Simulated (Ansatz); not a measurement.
**Pt, simple cubic: how the functional moves the structure**

All rows: Ansatz, plane waves with scalar-relativistic PAW, 420 eV (500 eV for the SCAN forms), relaxed under each functional, no dispersion correction, no zero-point motion. B₀ comes from uniform scaling at fixed shape; a dash is a value not given.

| functional | V (Å³/atom) | cell | B₀ (GPa) | magnetic state | ΔE to fcc (meV/atom) |
| --- | --- | --- | --- | --- | --- |
| PBE | 18.10 | a = 2.626 Å | 185 | spin not included | 459 |
| r²SCAN | 17.66 | a = 2.604 Å | 205 | spin not included | 434 |
| PBEsol | 17.34 | a = 2.588 Å | 217 | spin not included | 544 |
| LDA | 16.98 | a = 2.570 Å | 234 | spin not included | 541 |
| revPBE | 18.35 | a = 2.638 Å | 173 | spin not included | 439 |
| RPBE | 18.46 | a = 2.643 Å | 168 | spin not included | 430 |

(1) What does BLYP give?

Answers

(1) V (Å³/atom): 19.21; cell: a = 2.678 Å; B₀ (GPa): 152; magnetic state: spin not included; ΔE to fcc (meV/atom): 215.
